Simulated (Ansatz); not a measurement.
**Si: how the settings move a single-point run**

Aim: see which settings change the result for Si, by how much, and at what cost.

Method: reference: DFT, PBE, all-electron PAW with datasets made for the crystal, scalar-relativistic, in Ansatz 0.2.0.

## (1) Starting point

The structure is tetragonal, space group I4_1/amd (No. 141). Conventional cell: a = 3.955 Å, b = 3.955 Å, c = 5.431 Å, α = 90.00°, β = 90.00°, γ = 90.00°. Si (site symmetry -4m2) is surrounded by 4 Si at 2.40 Å.

Structure file:

```xyz
2
Lattice="0.0000 2.7969 2.7155 2.7969 0.0000 2.7155 2.7969 2.7969 0.0000" Properties=species:S:1:pos:R:3 pbc="T T T"
Si    2.7969    2.7969    2.7155
Si    4.1954    4.1954    4.0732
```

## (2) The reference run

input.yaml reads:

```yaml
crystal:
  lattice:
    - [0.0, 2.7969341, 2.71547]
    - [2.7969341, 0.0, 2.71547]
    - [2.7969341, 2.7969341, 0.0]
  atoms:
    - { symbol: Si, position: [0.5, 0.5, 0.5] }
    - { symbol: Si, position: [0.75, 0.75, 0.75] }
kpoints:
  mp_grid: { grid: [11, 11, 11] }
scf:
  occupations: { method: fermi_dirac, width: 0.08 }
hamiltonian:
  xc: pbe
  pseudopotentials: { kind: all_electron, datasets: crystal }
output:
  forces: true
  stress: true
  eigenvalues: true
  efg: { contact_densities: true }
```

Run with:

```sh
$ ansatz run input.yaml --threads 1 --pin off --max-ram 2048MiB --backend cpu --events-out ev --progress --plain --runs-dir out
```

## (3) Changed: symmetry.detect false

Edit input.yaml of step 2 so:

```diff
@@ -8,2 +8,3 @@
     - { symbol: Si, position: [0.75, 0.75, 0.75] }
+  symmetry: { detect: false }
 kpoints:
```

Before running it: what results should come out? Wanted: for each run, ending; energy change; pressure; gap; force.

**Answer**, as computed:

```csv
run,ending,energy change,pressure (GPa),gap (eV),force (eV/Å),cycles,time
reference,converged,0,-3.1,0.41,0.00,6,4.4 s
1: symmetry.detect false,converged,0.0 meV/atom,-3.1,0.41,0.00,6,29 s
```

Residual by cycle in the longest SCF loop of each run; runs are numbered as in the table. The quantity is the density residual dr2, in eV.

```csv
cycle,reference,run 1
1,0.704,0.704
2,0.12,0.12
3,6.2e-4,6.2e-4
4,5.0e-5,5.0e-5
5,2.0e-7,2.0e-7
6,4.0e-8,4.0e-8
```

**Reading.** Energy and cycle count are those of the reference, so the change (use of symmetry) left the result and the number of cycles as they were. Cost: 29 s against 4.4 s.
